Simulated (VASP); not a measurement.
# TiTe2 (P-3m1) in VASP: further runs

One crystal, TiTe2, is run at these levels: PBE; tasks: relaxation of cell and atoms.

Everything below comes from runs of VASP 6.6.1. Logs are shortened: lines on timing, memory, paths and dates and some standing lists are left out, and cuts for length are marked.

## (1) Starting point

Symmetry: P-3m1, No. 164, trigonal system. The conventional cell has a = 3.777 Å, b = 3.777 Å, c = 6.498 Å, α = 90.00°, β = 90.00°, γ = 120.00°. Ti (site symmetry -3m) has 6 Te at 2.77 Å as nearest neighbours. Te (site symmetry 3m) is surrounded by 3 Ti at 2.77 Å.

## (2) Relaxation of cell and atoms, PBE

File INCAR:

```
SYSTEM = TiTe2
ALGO = Normal
EDIFF = 1E-6
EDIFFG = -0.01
ENCUT = 600
GGA = PE
IBRION = 2
ISIF = 3
ISMEAR = 1
LASPH = .True.
LCHARG = .False.
LREAL = .False.
LWAVE = .False.
NELM = 80
NSW = 90
PREC = Accurate
SIGMA = 0.1
```

File KPOINTS:

```
k-points
0
Gamma
  12 12 6
  0 0 0
```

File POSCAR:

```
TiTe2
1.0
    3.7770000000      0.0000000000      0.0000000000
   -1.8885000000      3.2709779501      0.0000000000
    0.0000000000      0.0000000000      6.4980000000
Ti Te
1 2
Direct
    0.0000000000      0.0000000000      0.0000000000
    0.6666666667      0.3333333333      0.2628000000
    0.3333333333      0.6666666667      0.7372000000
```

Potentials or basis: VASP PAW PBE potentials, release 64 (Ti_sv, Te).

Run with:

```bash
cat potpaw_PBE.64/Ti_sv/POTCAR potpaw_PBE.64/Te/POTCAR > POTCAR
mpirun -np 1 vasp_std > vasp.out
```

OUTCAR:

```text
SYSTEM = TiTe2
   EDIFF = 1E-6
   EDIFFG = -0.01
   ENCUT = 600
   GGA = PE
   IBRION = 2
   ISIF = 3
   ISMEAR = 1
   LASPH = .True.
   LREAL = .False.
   NELM = 80
   NSW = 90
   PREC = Accurate

 ion  position               nearest neighbor table
   1  0.000  0.000  0.000-   2 2.77   3 2.77   2 2.77   3 2.77   2 2.77   3 2.77
   2  0.667  0.333  0.263-   1 2.77   1 2.77   1 2.77
   3  0.333  0.667  0.737-   1 2.77   1 2.77   1 2.77

  LATTYP: Found a hexagonal cell.
 ALAT       =     3.7770000000
 C/A-ratio  =     1.7204130262

  Lattice vectors:

 A1 = (   3.7770000000,   0.0000000000,   0.0000000000)
 A2 = (  -1.8885000000,   3.2709779501,   0.0000000000)
 A3 = (   0.0000000000,   0.0000000000,   6.4980000000)

Analysis of symmetry for initial positions (statically):
=====================================================================
 Subroutine PRICEL returns:
 Original cell was already a primitive cell.

 Routine SETGRP: Setting up the symmetry group for a
 hexagonal supercell.

 Subroutine GETGRP returns: Found 12 space group operations
 (whereof 12 operations were pure point group operations)
 out of a pool of 24 trial point group operations.

The static configuration has the point symmetry D_3d.

Analysis of symmetry for dynamics (positions and initial velocities):
=====================================================================
 Subroutine PRICEL returns:
 Original cell was already a primitive cell.

 Routine SETGRP: Setting up the symmetry group for a
 hexagonal supercell.

 Subroutine GETGRP returns: Found 12 space group operations
 (whereof 12 operations were pure point group operations)
 out of a pool of 24 trial point group operations.

The dynamic configuration has the point symmetry D_3d.

 Subroutine INISYM returns: Found 12 space group operations
 (whereof 12 operations are pure point group operations),
 and found     1 'primitive' translations

----------------------------------------------------------------------------------------

                                     Primitive cell

  volume of cell :      80.2794

  direct lattice vectors                    reciprocal lattice vectors
     3.777000000  0.000000000  0.000000000     0.264760392  0.152859484  0.000000000
    -1.888500000  3.270977950  0.000000000     0.000000000  0.305718967  0.000000000
     0.000000000  0.000000000  6.498000000     0.000000000  0.000000000  0.153893506

  length of vectors
     3.777000000  3.777000000  6.498000000     0.305718967  0.305718967  0.153893506

  position of ions in fractional coordinates (direct lattice)
     0.000000000  0.000000000  0.000000000
     0.666666667  0.333333333  0.262800000
     0.333333333  0.666666667  0.737200000

  ion indices of the primitive-cell ions
   primitive index   ion index
                 1           1
                 2           2
                 3           3

----------------------------------------------------------------------------------------

 KPOINTS: k-points

Automatic generation of k-mesh.
 Grid dimensions read from file:
 generate k-points for:   12   12    6

 Generating k-lattice:

  Cartesian coordinates                     Fractional coordinates (reciprocal lattice)
     0.022063366  0.012738290  0.000000000     0.083333333 -0.000000000  0.000000000
     0.000000000  0.025476581  0.000000000     0.000000000  0.083333333  0.000000000
     0.000000000  0.000000000  0.025648918     0.000000000  0.000000000  0.166666667

  Length of vectors
     0.025476581  0.025476581  0.025648918

  Shift w.r.t. Gamma in fractional coordinates (k-lattice)
     0.000000000  0.000000000  0.000000000

 Subroutine IBZKPT returns following result:
 ===========================================

 Found    100 irreducible k-points:

 Following reciprocal coordinates:
            Coordinates               Weight
  0.000000  0.000000  0.000000      1.000000
  0.083333  0.000000  0.000000      6.000000
  0.166667  0.000000  0.000000      6.000000
  0.250000  0.000000  0.000000      6.000000
  0.333333  0.000000  0.000000      6.000000
  0.416667  0.000000  0.000000      6.000000
[... 16 lines left out ...]
  0.166667  0.000000  0.166667      6.000000
  0.000000  0.166667  0.166667      6.000000
 [... further k-points ...]
   k-points           NKPTS =    100   k-points in BZ     NKDIM =    100   number of bands    NBANDS=     16
   number of dos      NEDOS =    301   number of ions     NIONS =      3
   total plane-waves  NPLWV =  48600
   dimension x,y,z NGX =    30 NGY =   30 NGZ =   54
   dimension x,y,z NGXF=    60 NGYF=   60 NGZF=  108
   ions per type =               1   2
   NGX,Y,Z   is equivalent  to a cutoff of  13.20, 13.20, 13.82 a.u.
   NGXF,Y,Z  is equivalent  to a cutoff of  26.41, 26.41, 27.63 a.u.
 SYSTEM =  TiTe2
   PREC   = accura    normal or accurate (medium, high low for compatibility)
   ISTART =      0    job   : 0-new  1-cont  2-samecut
   ICHARG =      2    charge: 1-file 2-atom 10-const
   ISPIN  =      1    spin polarized calculation?
   LNONCOLLINEAR =      F non collinear calculations
   LSORBIT =      F    spin-orbit coupling
   LASPH  =      T    aspherical Exc in radial PAW
   ENCUT  =  600.0 eV  44.10 Ry    6.64 a.u.   7.54  7.54 12.98*2*pi/ulx,y,z
   NELM   =     80;   NELMIN=  2; NELMDL= -5     # of ELM steps
   EDIFF  = 0.1E-05   stopping-criterion for ELM
   LREAL  =      F    real-space projection
   EDIFFG = -.1E-01   stopping-criterion for IOM
   NSW    =     90    number of steps for IOM
   IBRION =      2    ionic relax: 0-MD 1-quasi-New 2-CG
   NFREE  =      1    steps in history (QN), initial steepest desc. (CG)
   ISIF   =      3    stress and relaxation
   ISYM   =      2    0-nonsym 1-usesym 2-fastsym
   POTIM  = 0.5000    time-step for ionic-motion
   TEBEG  =    0.0;   TEEND  =   0.0 temperature during run
   PSTRESS=    0.0 pullay stress
   NELECT =      24.0000    total number of electrons
   NUPDOWN=      -1.0000    fix difference up-down
   EMIN   =  10.00;   EMAX   =-10.00  energy-range for DOS
   EFERMI =   0.00;   METHOD = LEGACY
   ISMEAR =     1;   SIGMA  =   0.10  broadening in eV -4-tet -1-fermi 0-gaus
   EFERMI_NEDOS =   21; number of points for ismear=-14 and -15
   IALGO  =     38    algorithm
   IMIX   =      4    mixing-type and parameters
     AMIX     =   0.40;   BMIX     =  1.00
     AMIX_MAG =   1.60;   BMIX_MAG =  1.00
  volume/ion in A,a.u.               =      26.76       180.58
  Fermi-wavevector in a.u.,A,eV,Ry     =   1.094655  2.068597 16.303438  1.198269
  Thomas-Fermi vector in A             =   2.230964
   LORBIT       =      0    0 simple, 1 ext, 2 COOP (PROOUT), +10 PAW based schemes
   GGA     = PE    functional components
   LHFCALC =     F    Hartree Fock is set to
   AEXX    =    0.0000 exact exchange contribution
   IVDW    =     0    specifies the selected vdW correction
   LEPSILON=     F    determine dielectric tensor
   LRPA    =     F    only Hartree local field effects (RPA)
 conjugate gradient relaxation of ions
 non-spin polarized calculation
 Methfessel and Paxton  Order N= 1 SIGMA  =   0.10
  energy-cutoff  :      600.00
  volume of cell :       80.28
 maximum number of plane-waves:      2714
   NGX = 15   NGY = 15   NGZ = 25

--------------------------------------- Ionic step        1  -------------------------------------------

 number of electron      24.0000002 magnetization

 Free energy of the ion-electron system (eV)
  ---------------------------------------------------
  ext. energy  EPLUGINS =         0.00000000
  ---------------------------------------------------
  free energy    TOTEN  =       -16.20549979 eV

  energy without entropy =      -16.20529775  energy(sigma->0) =      -16.20543244

------------------------ aborting loop because EDIFF is reached ----------------------------------------

  FORCE on cell =-STRESS in cart. coord.  units (eV):
  Direction    XX          YY          ZZ          XY          YZ          ZX
  --------------------------------------------------------------------------------------
  -------------------------------------------------------------------------------------
  Total        0.2812849      0.2812849      0.7744389      0.0000000      0.0000000      0.0000000
  in kB        5.6137445      5.6137445     15.4558696      0.0000000      0.0000000      0.0000000
  external PRESSURE =       8.8944528 kB  Pullay stress =       0.0000000 kB
[... 92 lines left out ...]
  FREE ENERGIE OF THE ION-ELECTRON SYSTEM (eV)
  ---------------------------------------------------
  free  energy   TOTEN  =       -16.2096965958 eV

  energy  without entropy=      -16.2096088817  energy(sigma->0) =      -16.20966736

[... ionic steps 4 to 10 ...]

--------------------------------------- Ionic step       11  -------------------------------------------

 number of electron      24.0000005 magnetization

------------------------ aborting loop because EDIFF is reached ----------------------------------------

  FORCE on cell =-STRESS in cart. coord.  units (eV):
  Direction    XX          YY          ZZ          XY          YZ          ZX
  --------------------------------------------------------------------------------------
  -------------------------------------------------------------------------------------
  Total       -0.0931423     -0.0931423     -0.2404066      0.0000000      0.0000000      0.0000000
  in kB       -1.7789801     -1.7789801     -4.5916687      0.0000000      0.0000000      0.0000000
  external PRESSURE =      -2.7165429 kB  Pullay stress =       0.0000000 kB
[... 59 lines left out ...]
  energy  without entropy=      -16.2207678320  energy(sigma->0) =      -16.22000593

--------------------------------------- Ionic step       13  -------------------------------------------

 number of electron      24.0000005 magnetization

 Free energy of the ion-electron system (eV)
  ---------------------------------------------------
  ext. energy  EPLUGINS =         0.00000000
  ---------------------------------------------------
  free energy    TOTEN  =       -16.21964608 eV

  energy without entropy =      -16.22079960  energy(sigma->0) =      -16.22003059

 E-fermi :   6.3027     XC(G=0):  -9.6070

 val. band max:        6.2948260068   @ k =   0.4167   0.0000   0.0000
 cond. band min:       6.3120960149   @ k =   0.0000   0.4167   0.1667
 fundamental gap:      0.0172700082
 Fermi energy:         6.3027353401

 k-point     1 :       0.0000    0.0000    0.0000
  band No.  band energies     occupation
      1     -51.2304      2.00000
      2     -27.4847      2.00000
      3     -27.4847      2.00000
      4     -27.4414      2.00000
      5      -5.9412      2.00000
      6      -4.7146      2.00000
[... 8 lines left out ...]
     15       7.3819     -0.00000
     16       9.4289      0.00000
[... 420 lines left out ...]
  band No.  band energies     occupation
      1     -51.2296      2.00000
      2     -27.4951      2.00000
      3     -27.4871      2.00000
      4     -27.4390      2.00000
      5      -5.5897      2.00000
      6      -4.6356      2.00000
[... 8 lines left out ...]
     15       7.5663     -0.00000
     16       8.8108      0.00000

 [... further k-points ...]
[... 5 lines left out ...]
  --------------------------------------------------------------------------------------
  -------------------------------------------------------------------------------------
  Total        0.0106971      0.0106971      0.0191722      0.0000000     -0.0000000      0.0000000
  in kB        0.2040359      0.2040359      0.3656894      0.0000000     -0.0000000      0.0000000
  external PRESSURE =       0.2579204 kB  Pullay stress =       0.0000000 kB
[... 18 lines left out ...]
  FREE ENERGIE OF THE ION-ELECTRON SYSTEM (eV)
  ---------------------------------------------------
  free  energy   TOTEN  =       -16.2196460838 eV

  energy  without entropy=      -16.2207996023  energy(sigma->0) =      -16.22003059

 reached required accuracy - stopping structural energy minimisation
```

Wall time 24 min (1 thread of AMD EPYC 7R43 (Zen 3), shared host); peak memory 0.29 GiB.

What came out:

- Free energy: -16.2196 eV
- Relaxed volume: 28.00 Å³/atom
- Relaxed cell: a = 3.771 Å, b = 3.771 Å, c = 6.822 Å, α = 90.00°, β = 90.00°, γ = 120.00°
- Space group after relaxing (to 0.05 Å): P-3m1 (No. 164)
- Energy gained by relaxing: 4.7 meV/atom
- Ionic steps: 13
- Pressure after relaxing: 0.0 GPa
- Band gap on the k mesh: none (metal or under the smearing width)

Step by step:
| step | energy change (eV) | largest force (eV/Å) | pressure (GPa) | volume (Å³) |
| --- | --- | --- | --- | --- |
| 1 | 0.0000 | 0.0392 | 0.89 | 80.28 |
| 2 | -0.0033 | 0.1852 | -0.53 | 82.02 |
| 3 | -0.0042 | 0.1163 | -0.10 | 81.47 |
| 4 | -0.0062 | 0.1075 | -0.06 | 81.59 |
| 5 | -0.0101 | 0.0840 | 0.11 | 81.95 |
| 6 | -0.0091 | 0.0477 | 0.52 | 82.62 |
| 7 | -0.0111 | 0.0638 | 0.28 | 82.26 |
| 8 | -0.0127 | 0.0744 | -0.02 | 83.10 |
| 9 | -0.0132 | 0.0819 | -0.18 | 83.62 |
| 10 | -0.0129 | 0.0967 | -0.51 | 84.65 |
| 11 | -0.0133 | 0.0854 | -0.27 | 83.89 |
| 12 | -0.0141 | 0.0151 | 0.08 | 84.02 |
| 13 | -0.0141 | 0.0016 | 0.03 | 84.00 |

Final structure:
```
Ti Te
1.0
     3.77066    0.00000    0.00000
    -1.88533    3.26548    0.00000
     0.00000    0.00000    6.82188
Ti Te
1 2
Direct
  0.00000 0.00000 0.00000
  0.66667 0.33333 0.25342
  0.33333 0.66667 0.74658
```

Levels at points of the mesh, in eV from the Fermi level:
| k point | band 9 | band 10 | band 11 | band 12 | band 13 | band 14 | band 15 | band 16 |
| --- | --- | --- | --- | --- | --- | --- | --- | --- |
| (0.00, 0.00, 0.00) | -1.60 | 0.07 | 0.29 | 0.38 | 0.38 | 1.08 | 1.08 | 3.13 |
| (0.50, 0.00, 0.00) | -2.50 | -2.36 | -1.76 | -0.96 | -0.03 | 1.13 | 1.46 | 2.43 |
| (0.00, 0.00, 0.50) | -1.56 | -1.56 | 0.37 | 0.37 | 0.88 | 0.89 | 0.89 | 3.39 |
| (0.50, 0.00, 0.50) | -2.41 | -1.92 | -1.21 | -0.63 | -0.28 | 1.13 | 1.44 | 2.69 |

Caveat: this functional lacks dispersion, which binds the layers, so the pressure and a relaxed spacing across them are unreliable.

## (3) Relaxation of cell and atoms, PBE

This run uses another cell than the first one, of 28.00 Å³/atom, 1.046 times its volume.

INCAR, as its differences from that of step 2:

```diff
@@ -2,4 +2,4 @@
 ALGO = Normal
-EDIFF = 1E-6
-EDIFFG = -0.01
+EDIFF = 1E-7
+EDIFFG = -0.005
 ENCUT = 600
```

KPOINTS is that of step 2.

File POSCAR:

```
TiTe2                                   
1.0
    3.7706570825     -0.0000000000     -0.0000000000
   -1.8853285413      3.2654848225     -0.0000000000
    0.0000000000      0.0000000000      6.8218843649
  Ti              Te            
     1     2
Direct
     0.0000000000000000    0.0000000000000000    0.0000000000000000
     0.6666666667000030    0.3333333332999970    0.2534166631227485
     0.3333333332999970    0.6666666667000030    0.7465833368772516
```

Potentials or basis: VASP PAW PBE potentials, release 64 (Ti_sv, Te).

Run with:

```bash
cat potpaw_PBE.64/Ti_sv/POTCAR potpaw_PBE.64/Te/POTCAR > POTCAR
mpirun -np 1 vasp_std > vasp.out
```

Run time: 5.1 min. Hardware: 1 thread of AMD EPYC 7R43 (Zen 3), shared host; peak memory 0.3 GiB.

It converged, with:

| Quantity | Value |
| --- | --- |
| Free energy | -16.2201 eV |
| Relaxed volume | 28.01 Å³/atom |
| Relaxed cell | a = 3.771 Å, b = 3.771 Å, c = 6.824 Å, α = 90.00°, β = 90.00°, γ = 120.00° |
| Space group after relaxing (to 0.05 Å) | P-3m1 (No. 164) |
| Energy gained by relaxing | 0.0 meV/atom |
| Ionic steps | 3 |
| Pressure after relaxing | 0.0 GPa |
| Largest force after relaxing | 0.004 eV/Å |
| Band gap on the k mesh | none (metal or under the smearing width) |

Forces on the atoms (eV/Å):
```
Ti   0.000  0.000  0.000
Te   0.000  0.000 -0.004
Te   0.000  0.000  0.004
```

Final structure:
```yaml
crystal:
  lattice:
    - [3.77118, 0.00000, 0.00000]
    - [-1.88559, 3.26594, 0.00000]
    - [0.00000, 0.00000, 6.82355]
  atoms:
    - { symbol: Ti, position: [0.00000, 0.00000, 0.00000] }
    - { symbol: Te, position: [0.66667, 0.33333, 0.25342] }
    - { symbol: Te, position: [0.33333, 0.66667, 0.74658] }
```

Levels at points of the mesh, in eV from the Fermi level:
| k point | band 9 | band 10 | band 11 | band 12 | band 13 | band 14 | band 15 | band 16 |
| --- | --- | --- | --- | --- | --- | --- | --- | --- |
| (0.00, 0.00, 0.00) | -1.60 | 0.07 | 0.29 | 0.38 | 0.38 | 1.08 | 1.08 | 3.12 |
| (0.50, 0.00, 0.00) | -2.50 | -2.36 | -1.76 | -0.95 | -0.03 | 1.13 | 1.46 | 2.42 |
| (0.00, 0.00, 0.50) | -1.56 | -1.56 | 0.37 | 0.37 | 0.88 | 0.89 | 0.89 | 3.39 |
| (0.50, 0.00, 0.50) | -2.41 | -1.92 | -1.21 | -0.63 | -0.28 | 1.12 | 1.44 | 2.69 |

Caveat: this functional lacks dispersion, which binds the layers, so the pressure and a relaxed spacing across them are unreliable. The run has no spin-orbit coupling, so splittings on Te are missing.
